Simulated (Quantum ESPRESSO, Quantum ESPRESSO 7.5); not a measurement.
**TaN(001): a series in the number of layers**

Wanted: a table for TaN(001) against the number of layers, and what can be fitted to it.

Main program and level: Quantum ESPRESSO 7.5; plane-wave DFT, PBE, GBRV ultrasoft pseudopotentials.

This is a report of a sequence of runs, with most program output left out.

### Step 1. The starting structure

The structure is cubic, space group Fm-3m (No. 225). Conventional cell: a = 4.420 Å, b = 4.420 Å, c = 4.420 Å, α = 90.00°, β = 90.00°, γ = 90.00°. Nearest to Ta lie 6 N at 2.21 Å. N has 6 Ta at 2.21 Å nearest. Farther neighbours and most contacts between anions are not listed.

Set-up: Symmetric 1×1 slabs with 16 Å of vacuum in the starting cell; the two outer layers of each face relax in a periodic cell and the inner ones are held; a run under open boundaries (ESM, bc1) then gives the work function. Cold smearing of 0.02 Ry, one mesh for all thicknesses. The slabs take the lattice constants of the bulk relaxed by the same program.

Members 5, 6 and 7 took the same steps and show in the table alone.

### Step 2. Relaxing cell and ions of the reference

The bulk crystal is relaxed in cell and atoms; the members are built on its lattice constants.

ref.vc.in reads:

```
&control
  prefix = 'ref.vc'
  outdir = './out'
  pseudo_dir = './pseudo'
  nstep = 40
  forc_conv_thr = 0.0003
  calculation = 'vc-relax'
/
&system
  ibrav = 0
  nat = 4
  ntyp = 2
  ecutwfc = 50
  ecutrho = 250
  occupations = 'smearing'
  smearing = 'mv'
  degauss = 0.02
/
&electrons
  conv_thr = 1e-09
  mixing_beta = 0.4
  electron_maxstep = 120
/
&ions
/
&cell
  press_conv_thr = 0.3
/
ATOMIC_SPECIES
  Ta  180.9479  ta_pbe_v1.uspp.F.UPF
  N   14.0070  n_pbe_v1.2.uspp.F.UPF
CELL_PARAMETERS angstrom
  3.12541197284454 0.00000000000000 0.00000000000000
  0.00000000000000 3.12541197284454 0.00000000000000
  0.00000000000000 0.00000000000000 4.42000000000000
ATOMIC_POSITIONS crystal
  Ta  0.000000000000 0.000000000000 0.000000000000
  N   0.500000000000 0.500000000000 0.000000000000
  Ta  0.500000000000 0.500000000000 0.500000000000
  N   0.000000000000 0.000000000000 0.500000000000
K_POINTS automatic
  13 13 9 0 0 0
```

Command:

```console
OMP_NUM_THREADS=1 mpirun -n 4 pw.x -nk 4 -in ref.vc.in > ref.vc.out
```

It took 2.1 min on 4 MPI ranks of Arm Neoverse V1, shared host; peak memory 0.43 GiB.

The steps of the relaxation:

```
step  energy less that of the first step (eV)  largest force (eV/Å)  volume (Å³)
   1                                   0.0000                0.0000        43.18
   2                                  -0.0003                0.0000        42.95
   3                                  -0.0005                0.0000        43.05
   4                                  -0.0005                0.0000        43.04
   5                                  -0.0003                0.0000        43.04
```

| cell as run | before | after | change |
| --- | --- | --- | --- |
| a (Å) | 3.125 | 3.121 | -0.1 % |
| b (Å) | 3.125 | 3.121 | -0.1 % |
| c (Å) | 4.420 | 4.420 | -0.0 % |
| volume (Å³/atom) | 10.79 | 10.76 | -0.3 % |

Final coordinates:

```xyz
4
Lattice="3.1208 0.0000 0.0000 0.0000 3.1208 0.0000 0.0000 0.0000 4.4196" Properties=species:S:1:pos:R:3 pbc="T T T"
Ta    0.0000    0.0000    0.0000
N     1.5604    1.5604    0.0000
Ta    1.5604    1.5604    2.2098
N     0.0000    0.0000    2.2098
```

 The last row is no step: it is a fresh SCF in the final cell with a new plane-wave basis, +0 meV from the row before.

Numbers from this step:

* free energy: -4412.2741 eV
* Fermi energy: 21.41 eV

### Step 3. Self-consistent run of the reference

A bulk run at that cell gives the reference energy and levels.

ref.bulk.in reads:

```
&control
  prefix = 'ref.bulk'
  outdir = './out'
  pseudo_dir = './pseudo'
  calculation = 'scf'
  tprnfor = .true.
/
&system
  ibrav = 0
  nat = 4
  ntyp = 2
  ecutwfc = 40
  ecutrho = 200
  occupations = 'smearing'
  smearing = 'mv'
  degauss = 0.02
/
&electrons
  conv_thr = 1e-09
  mixing_beta = 0.4
  electron_maxstep = 120
/
ATOMIC_SPECIES
  Ta  180.9479  ta_pbe_v1.uspp.F.UPF
  N   14.0070  n_pbe_v1.2.uspp.F.UPF
CELL_PARAMETERS angstrom
  3.12077658300000 0.00000000000000 0.00000000000000
  0.00000000000000 3.12077658300000 0.00000000000000
  0.00000000000000 0.00000000000000 4.41962095900000
ATOMIC_POSITIONS crystal
  Ta  0.000000000000 0.000000000000 0.000000000000
  N   0.500000000000 0.500000000000 0.000000000000
  Ta  0.500000000000 0.500000000000 0.500000000000
  N   0.000000000000 0.000000000000 0.500000000000
K_POINTS automatic
  13 13 9 0 0 0
```

Command:

```console
OMP_NUM_THREADS=1 mpirun -n 4 pw.x -nk 4 -in ref.bulk.in > ref.bulk.out
```

It took 21 s on 4 MPI ranks; peak memory 0.34 GiB.

This step gave:

- free energy: -4412.1903 eV

### Step 4. Relaxing the ions, 3 layers

What the set-up leaves free in this member is relaxed.

System of this step: TaN(001), 3 layers. The cell holds 6 atoms: 3 Ta and 3 N. Its edges and angles: a = 3.121 Å, b = 3.121 Å, c = 20.418 Å, α = 90.0°, β = 90.0°, γ = 90.0°. It derives from TaN. Vacuum lies along c.

m0.relax.in reads:

```
&control
  prefix = 'm0.relax'
  outdir = './out'
  pseudo_dir = './pseudo'
  nstep = 40
  forc_conv_thr = 0.001
  calculation = 'relax'
/
&system
  ibrav = 0
  nat = 6
  ntyp = 2
  ecutwfc = 40
  ecutrho = 200
  occupations = 'smearing'
  smearing = 'mv'
  degauss = 0.02
/
&electrons
  conv_thr = 1e-08
  mixing_beta = 0.4
  electron_maxstep = 120
  mixing_mode = 'local-TF'
/
&ions
/
ATOMIC_SPECIES
  Ta  180.9479  ta_pbe_v1.uspp.F.UPF
  N   14.0070  n_pbe_v1.2.uspp.F.UPF
CELL_PARAMETERS angstrom
  3.12077658300000 0.00000000000000 0.00000000000000
  0.00000000000000 3.12077658300000 0.00000000000000
  0.00000000000000 0.00000000000000 20.41824886488236
ATOMIC_POSITIONS crystal
  Ta  0.000000000000 0.000000000000 0.391772771792
  N   0.500000000000 0.500000000000 0.391772771792
  Ta  0.500000000000 0.500000000000 0.500000000000
  N   0.000000000000 0.000000000000 0.500000000000
  Ta  0.000000000000 0.000000000000 0.608227228208
  N   0.500000000000 0.500000000000 0.608227228208
K_POINTS automatic
  12 12 1 0 0 0
```

Command:

```console
OMP_NUM_THREADS=1 mpirun -n 4 pw.x -nk 4 -in m0.relax.in > m0.relax.out
```

Run time: 5.6 min. Hardware: 4 MPI ranks; peak memory 0.74 GiB; 22 min of CPU time.

The steps of the relaxation:

| step | energy less that of the first step (eV) | largest force (eV/Å) |
| --- | --- | --- |
| 1 | 0.0000 | 1.6579 |
| 2 | -0.1916 | 1.2188 |
| 3 | -0.3304 | 0.7140 |
| 4 | -0.4031 | 0.1812 |
| 5 | -0.4051 | 0.1291 |
| 6 | -0.4071 | 0.1106 |
| 7 | -0.4092 | 0.0578 |
| 8 | -0.4095 | 0.0160 |

The atoms that moved most (Å):

| atom | dx | dy | dz | length |
| --- | --- | --- | --- | --- |
| N6 | 0.000 | 0.000 | 0.151 | 0.151 |
| N2 | 0.000 | 0.000 | -0.151 | 0.151 |
| Ta1 | 0.000 | 0.000 | 0.111 | 0.111 |
| Ta5 | 0.000 | 0.000 | -0.111 | 0.111 |

Final coordinates:

```xyz
6
Lattice="3.1208 0.0000 0.0000 0.0000 3.1208 0.0000 0.0000 0.0000 20.4182" Properties=species:S:1:pos:R:3
Ta    0.0000    0.0000    8.1100
N     1.5604    1.5604    7.8481
Ta    1.5604    1.5604   10.2091
N     0.0000    0.0000   10.2091
Ta    0.0000    0.0000   12.3083
N     1.5604    1.5604   12.5702
```

The relaxation lowers the energy by 68 meV an atom.

This step gave:

| Quantity | Value |
| --- | --- |
| free energy | -6616.7078 eV |
| Fermi energy | 4.628 eV |

### Step 5. Ground state, 3 layers

A run under open boundaries on these atoms gives the vacuum levels.

m0.esm.in reads:

```
&control
  prefix = 'm0.esm'
  outdir = './out'
  pseudo_dir = './pseudo'
  calculation = 'scf'
  tprnfor = .true.
/
&system
  ibrav = 0
  nat = 6
  ntyp = 2
  ecutwfc = 40
  ecutrho = 200
  occupations = 'smearing'
  smearing = 'mv'
  degauss = 0.02
  assume_isolated = 'esm'
  esm_bc = 'bc1'
/
&electrons
  conv_thr = 1e-08
  mixing_beta = 0.25
  electron_maxstep = 160
  mixing_mode = 'local-TF'
  mixing_ndim = 12
/
ATOMIC_SPECIES
  Ta  180.9479  ta_pbe_v1.uspp.F.UPF
  N   14.0070  n_pbe_v1.2.uspp.F.UPF
CELL_PARAMETERS angstrom
  3.12077658300000 0.00000000000000 0.00000000000000
  0.00000000000000 3.12077658300000 0.00000000000000
  0.00000000000000 0.00000000000000 20.41824886488236
ATOMIC_POSITIONS crystal
  Ta  0.000000000000 0.000000000000 -0.102807785700
  N   0.500000000000 0.500000000000 -0.115634898800
  Ta  0.500000000000 0.500000000000 0.000000000000
  N   0.000000000000 0.000000000000 0.000000000000
  Ta  0.000000000000 0.000000000000 0.102807785700
  N   0.500000000000 0.500000000000 0.115634898800
K_POINTS automatic
  12 12 1 0 0 0
```

Command:

```console
OMP_NUM_THREADS=1 mpirun -n 4 pw.x -nk 4 -in m0.esm.in > m0.esm.out
```

Wall time 2.5 min (4 MPI ranks); peak memory 0.76 GiB.

This step gave:

* free energy: -6616.7079 eV
* Fermi energy: -3.450 eV
* vacuum line at the lower end of the cell, over the Fermi level: 3.450 eV
* vacuum line at the upper end of the cell, over the Fermi level: 3.450 eV

Electrostatic potential energy of an electron; zero at the Fermi level. The potential energy, planar mean by z:

z (Å), potential energy, planar mean (eV) and a bar from the least value:
```
      -10        3.5 ##############################
       -9        3.5 ##############################
       -8        3.4 ##############################
       -7        3.4 ##############################
       -6        3.4 ##############################
       -5        3.4 ##############################
       -4        2.7 #############################
       -3       -4.1 ###################
       -2      -12.1 #######
       -1       -5.0 ##################
        0      -17.0 
        1       -5.0 ##################
        2      -12.1 #######
        3       -4.1 ###################
        4        2.7 #############################
        5        3.4 ##############################
        6        3.4 ##############################
        7        3.4 ##############################
        8        3.4 ##############################
        9        3.5 ##############################
       10        3.5 ##############################
```

The vacuum levels are read from the outermost 0.7 Å of the cell on either side.

Inside the slab this potential holds the local part of the pseudopotentials, which can be repulsive at the nuclei; only its value in the vacuum has a meaning of its own.

### Step 6. Relaxation with pw.x, 4 layers

System of this step: TaN(001), 4 layers. The cell holds 8 atoms: 4 Ta and 4 N. Its edges and angles: a = 3.121 Å, b = 3.121 Å, c = 22.628 Å, α = 90.0°, β = 90.0°, γ = 90.0°. It derives from TaN. Vacuum lies along c.

m1.relax.in reads:

```
&control
  prefix = 'm1.relax'
  outdir = './out'
  pseudo_dir = './pseudo'
  nstep = 40
  forc_conv_thr = 0.001
  calculation = 'relax'
/
&system
  ibrav = 0
  nat = 8
  ntyp = 2
  ecutwfc = 40
  ecutrho = 200
  occupations = 'smearing'
  smearing = 'mv'
  degauss = 0.02
/
&electrons
  conv_thr = 1e-08
  mixing_beta = 0.4
  electron_maxstep = 120
  mixing_mode = 'local-TF'
/
&ions
/
ATOMIC_SPECIES
  Ta  180.9479  ta_pbe_v1.uspp.F.UPF
  N   14.0070  n_pbe_v1.2.uspp.F.UPF
CELL_PARAMETERS angstrom
  3.12077658300000 0.00000000000000 0.00000000000000
  0.00000000000000 3.12077658300000 0.00000000000000
  0.00000000000000 0.00000000000000 22.62805934438235
ATOMIC_POSITIONS crystal
  Ta  0.000000000000 0.000000000000 0.353513035793
  N   0.500000000000 0.500000000000 0.353513035793
  Ta  0.500000000000 0.500000000000 0.451171011931
  N   0.000000000000 0.000000000000 0.451171011931
  Ta  0.000000000000 0.000000000000 0.548828988069
  N   0.500000000000 0.500000000000 0.548828988069
  Ta  0.500000000000 0.500000000000 0.646486964207
  N   0.000000000000 0.000000000000 0.646486964207
K_POINTS automatic
  12 12 1 0 0 0
```

Command:

```console
OMP_NUM_THREADS=1 mpirun -n 4 pw.x -nk 4 -in m1.relax.in > m1.relax.out
```

Run time: 15 min. Hardware: 4 MPI ranks; peak memory 0.92 GiB.

Relaxation path:

```
step  energy less that of the first step (eV)  largest force (eV/Å)
   1                                   0.0000                2.1224
   2                                  -0.2811                1.5662
   3                                  -0.4849                0.9564
   4                                  -0.6114                1.3154
   5                                  -0.6777                1.0167
   6                                  -0.7310                0.6682
   7                                  -0.7726                0.1969
   8                                  -0.7777                0.1623
   9                                  -0.7798                0.1167
  10                                  -0.7816                0.1073
  11                                  -0.7826                0.0570
  12                                  -0.7830                0.0438
  13                                  -0.7833                0.0298
  14                                  -0.7834                0.0132
```

The atoms that moved most (Å):

| atom | dx | dy | dz | length |
| --- | --- | --- | --- | --- |
| N2 | 0.000 | 0.000 | -0.223 | 0.223 |
| N8 | 0.000 | 0.000 | 0.223 | 0.223 |
| Ta1 | 0.000 | 0.000 | 0.134 | 0.134 |
| Ta7 | 0.000 | 0.000 | -0.134 | 0.134 |
| Ta3 | 0.000 | 0.000 | -0.126 | 0.126 |
| Ta5 | 0.000 | 0.000 | 0.126 | 0.126 |
| N4 | 0.000 | 0.000 | 0.062 | 0.062 |
| N6 | 0.000 | 0.000 | -0.062 | 0.062 |

The relaxation lowers the energy by 98 meV an atom.

Read from the output:

| Item | Value |
| --- | --- |
| free energy | -8823.3033 eV |
| Fermi energy | 6.367 eV |

### Step 7. Self-consistent run, 4 layers

m1.esm.in reads:

```
&control
  prefix = 'm1.esm'
  outdir = './out'
  pseudo_dir = './pseudo'
  calculation = 'scf'
  tprnfor = .true.
/
&system
  ibrav = 0
  nat = 8
  ntyp = 2
  ecutwfc = 40
  ecutrho = 200
  occupations = 'smearing'
  smearing = 'mv'
  degauss = 0.02
  assume_isolated = 'esm'
  esm_bc = 'bc1'
/
&electrons
  conv_thr = 1e-08
  mixing_beta = 0.25
  electron_maxstep = 160
  mixing_mode = 'local-TF'
  mixing_ndim = 12
/
ATOMIC_SPECIES
  Ta  180.9479  ta_pbe_v1.uspp.F.UPF
  N   14.0070  n_pbe_v1.2.uspp.F.UPF
CELL_PARAMETERS angstrom
  3.12077658300000 0.00000000000000 0.00000000000000
  0.00000000000000 3.12077658300000 0.00000000000000
  0.00000000000000 0.00000000000000 22.62805934438235
ATOMIC_POSITIONS crystal
  Ta  0.000000000000 0.000000000000 -0.140583555100
  N   0.500000000000 0.500000000000 -0.156357970800
  Ta  0.500000000000 0.500000000000 -0.054396803800
  N   0.000000000000 0.000000000000 -0.046076344400
  Ta  0.000000000000 0.000000000000 0.054396803800
  N   0.500000000000 0.500000000000 0.046076344400
  Ta  0.500000000000 0.500000000000 0.140583555100
  N   0.000000000000 0.000000000000 0.156357970800
K_POINTS automatic
  12 12 1 0 0 0
```

Command:

```console
OMP_NUM_THREADS=1 mpirun -n 4 pw.x -nk 4 -in m1.esm.in > m1.esm.out
```

Wall time 5.4 min (4 MPI ranks); peak memory 0.88 GiB; 21 min of CPU time.

Read from the output:

* free energy: -8823.3034 eV
* Fermi energy: -3.122 eV
* vacuum line at the lower end of the cell, over the Fermi level: 3.122 eV
* vacuum line at the upper end of the cell, over the Fermi level: 3.122 eV

Inside the slab this potential holds the local part of the pseudopotentials, which can be repulsive at the nuclei; only its value in the vacuum has a meaning of its own.

### Step 8. Relaxation with pw.x, 8 layers

System of this step: TaN(001), 8 layers. The cell holds 16 atoms: 8 Ta and 8 N. Its edges and angles: a = 3.121 Å, b = 3.121 Å, c = 31.467 Å, α = 90.0°, β = 90.0°, γ = 90.0°. It derives from TaN. Vacuum lies along c.

m5.relax.in reads:

```
&control
  prefix = 'm5.relax'
  outdir = './out'
  pseudo_dir = './pseudo'
  nstep = 40
  forc_conv_thr = 0.001
  calculation = 'relax'
/
&system
  ibrav = 0
  nat = 16
  ntyp = 2
  ecutwfc = 40
  ecutrho = 200
  occupations = 'smearing'
  smearing = 'mv'
  degauss = 0.02
/
&electrons
  conv_thr = 1e-08
  mixing_beta = 0.4
  electron_maxstep = 120
  mixing_mode = 'local-TF'
/
&ions
/
ATOMIC_SPECIES
  Ta  180.9479  ta_pbe_v1.uspp.F.UPF
  N   14.0070  n_pbe_v1.2.uspp.F.UPF
CELL_PARAMETERS angstrom
  3.12077658300000 0.00000000000000 0.00000000000000
  0.00000000000000 3.12077658300000 0.00000000000000
  0.00000000000000 0.00000000000000 31.46730126238236
ATOMIC_POSITIONS crystal
  Ta  0.000000000000 0.000000000000 0.254210359072
  N   0.500000000000 0.500000000000 0.254210359072
  Ta  0.500000000000 0.500000000000 0.324435970766
  N   0.000000000000 0.000000000000 0.324435970766
  Ta  0.000000000000 0.000000000000 0.394661582459 0 0 0
  N   0.500000000000 0.500000000000 0.394661582459 0 0 0
  Ta  0.500000000000 0.500000000000 0.464887194153 0 0 0
  N   0.000000000000 0.000000000000 0.464887194153 0 0 0
  Ta  0.000000000000 0.000000000000 0.535112805847 0 0 0
  N   0.500000000000 0.500000000000 0.535112805847 0 0 0
  Ta  0.500000000000 0.500000000000 0.605338417541 0 0 0
  N   0.000000000000 0.000000000000 0.605338417541 0 0 0
  Ta  0.000000000000 0.000000000000 0.675564029234
  N   0.500000000000 0.500000000000 0.675564029234
  Ta  0.500000000000 0.500000000000 0.745789640928
  N   0.000000000000 0.000000000000 0.745789640928
K_POINTS automatic
  12 12 1 0 0 0
```

Command:

```console
OMP_NUM_THREADS=1 mpirun -n 4 pw.x -nk 4 -in m5.relax.in > m5.relax.out
```

The job ended after 46 min (4 MPI ranks; peak memory 1.4 GiB).

The steps of the relaxation:

```csv
step,energy less that of the first step (eV),largest force (eV/Å)
1,0.0000,2.0966
2,-0.2695,1.7260
3,-0.4993,1.0813
4,-0.6708,1.0274
5,-0.7191,0.7425
6,-0.7568,0.2651
7,-0.7652,0.0990
8,-0.7661,0.0898
9,-0.7670,0.0872
10,-0.7683,0.0834
11,-0.7699,0.0681
12,-0.7711,0.0341
13,-0.7713,0.0299
14,-0.7714,0.0212
```

The atoms that moved most (Å):

| atom | dx | dy | dz | length |
| --- | --- | --- | --- | --- |
| N2 | 0.000 | 0.000 | -0.217 | 0.217 |
| N16 | 0.000 | 0.000 | 0.217 | 0.217 |
| Ta15 | 0.000 | 0.000 | -0.142 | 0.142 |
| Ta1 | 0.000 | 0.000 | 0.142 | 0.142 |
| Ta13 | 0.000 | 0.000 | 0.090 | 0.090 |
| Ta3 | 0.000 | 0.000 | -0.090 | 0.090 |
| N14 | 0.000 | 0.000 | -0.024 | 0.024 |
| N4 | 0.000 | 0.000 | 0.024 | 0.024 |

The relaxation lowers the energy by 48 meV an atom. On the free atoms the largest force ends at 0.021 eV/Å.

Read from the output:

| Quantity | Value |
| --- | --- |
| free energy | -17647.5240 eV |
| Fermi energy | 10.64 eV |

### Step 9. Self-consistent run, 8 layers

m5.esm.in reads:

```
&control
  prefix = 'm5.esm'
  outdir = './out'
  pseudo_dir = './pseudo'
  calculation = 'scf'
  tprnfor = .true.
/
&system
  ibrav = 0
  nat = 16
  ntyp = 2
  ecutwfc = 40
  ecutrho = 200
  occupations = 'smearing'
  smearing = 'mv'
  degauss = 0.02
  assume_isolated = 'esm'
  esm_bc = 'bc1'
/
&electrons
  conv_thr = 1e-08
  mixing_beta = 0.25
  electron_maxstep = 160
  mixing_mode = 'local-TF'
  mixing_ndim = 12
/
ATOMIC_SPECIES
  Ta  180.9479  ta_pbe_v1.uspp.F.UPF
  N   14.0070  n_pbe_v1.2.uspp.F.UPF
CELL_PARAMETERS angstrom
  3.12077658300000 0.00000000000000 0.00000000000000
  0.00000000000000 3.12077658300000 0.00000000000000
  0.00000000000000 0.00000000000000 31.46730126238236
ATOMIC_POSITIONS crystal
  Ta  0.000000000000 0.000000000000 -0.241280063200
  N   0.500000000000 0.500000000000 -0.252685425400
  Ta  0.500000000000 0.500000000000 -0.178410224800
  N   0.000000000000 0.000000000000 -0.174805111600
  Ta  0.000000000000 0.000000000000 -0.105338417500
  N   0.500000000000 0.500000000000 -0.105338417500
  Ta  0.500000000000 0.500000000000 -0.035112805800
  N   0.000000000000 0.000000000000 -0.035112805800
  Ta  0.000000000000 0.000000000000 0.035112805800
  N   0.500000000000 0.500000000000 0.035112805800
  Ta  0.500000000000 0.500000000000 0.105338417500
  N   0.000000000000 0.000000000000 0.105338417500
  Ta  0.000000000000 0.000000000000 0.178410224800
  N   0.500000000000 0.500000000000 0.174805111600
  Ta  0.500000000000 0.500000000000 0.241280063200
  N   0.000000000000 0.000000000000 0.252685425400
K_POINTS automatic
  12 12 1 0 0 0
```

Command:

```console
OMP_NUM_THREADS=1 mpirun -n 4 pw.x -nk 4 -in m5.esm.in > m5.esm.out
```

Elapsed: 15 min, on 4 MPI ranks; peak memory 1.5 GiB; 59 min of CPU time.

Read from the output:

- free energy: -17647.5241 eV
- Fermi energy: -3.037 eV
- vacuum line at the lower end of the cell, over the Fermi level: 3.037 eV
- vacuum line at the upper end of the cell, over the Fermi level: 3.037 eV

Inside the slab this potential holds the local part of the pseudopotentials, which can be repulsive at the nuclei; only its value in the vacuum has a meaning of its own.

[end of part 1 of 2]

[Logs are printed without paths, hosts, clocks, repeated set-up lines and the standing remarks that a program may print on its own settings, such as how far it seeks lower states.]

[Hosts, paths, dates, database ids (printed as entryN), source tags and the programs' standing remarks are cut or masked in the printed files.]

[Maps of the electrostatic potential energy from Ansatz leave out the sawtooth potential of an applied field or a dipole correction, so their vacuum need not be flat; planar profiles and work functions include it.]
